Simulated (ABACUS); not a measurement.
Ga: single point with RPBE

The system is Ga, a slab with vacuum.

```xyz
5
Lattice="2.8080 0.0000 0.0000 -1.4040 2.6343 0.0000 0.0000 0.0000 24.5038" Properties=species:S:1:pos:R:3 pbc="T T T"
Ga    0.0000    1.4966    7.5000
Ga    1.4040    0.3588    9.8760
Ga    1.4040    1.8554   12.2519
Ga    0.0000    0.7176   14.6279
Ga    0.0000    2.2142   17.0038
```

The slab is cut from a database's or a generator's crystal, which needn't be the stable form of the element.

```json
{
  "Program": "ABACUS 3.10.1",
  "Task": "single point",
  "Functional": "RPBE",
  "Potentials or basis": "SG15 ONCV 1.2 PBE",
  "Cutoff": "1361 eV",
  "Density cutoff": "5442 eV",
  "Basis": "DZP LCAO (the cutoffs set its grid)",
  "k mesh": "11 × 11 × 1",
  "Occupations": "fermi-dirac, width 0.05 eV",
  "Spin": "no spin polarisation"
}
```

```yaml
Largest_force: 0.342 eV/Å
Band_gap_on_the_k_mesh: none (metal or under the smearing width)
```

Forces on the atoms (eV/Å):
```
Ga   0.000 -0.007 -0.342
Ga   0.000 -0.008  0.096
Ga   0.000  0.000  0.000
Ga   0.000  0.008 -0.096
Ga   0.000  0.007  0.342
```

Levels at points of the mesh, in eV from the Fermi level:
| k point | band 29 | band 30 | band 31 | band 32 | band 33 | band 34 | band 35 | band 36 |
| --- | --- | --- | --- | --- | --- | --- | --- | --- |
| (0.00, 0.00, 0.00) | -7.95 | -6.06 | -3.37 | -0.90 | 1.87 | 4.76 | 7.60 | 9.24 |

Wall time 43 s on 4 MPI ranks on Intel(R) Xeon(R) Platinum 8259CL CPU @ 2.50GHz (Skylake/Cascade Lake) (shared host), peak memory 0.6 GiB a rank.

Caveat: the atomic orbitals were generated for these runs and aren't a published set; the potentials were made for another functional, which shifts forces and pressure; the basis of atomic orbitals isn't converged, which shifts pressures, moduli and gaps.
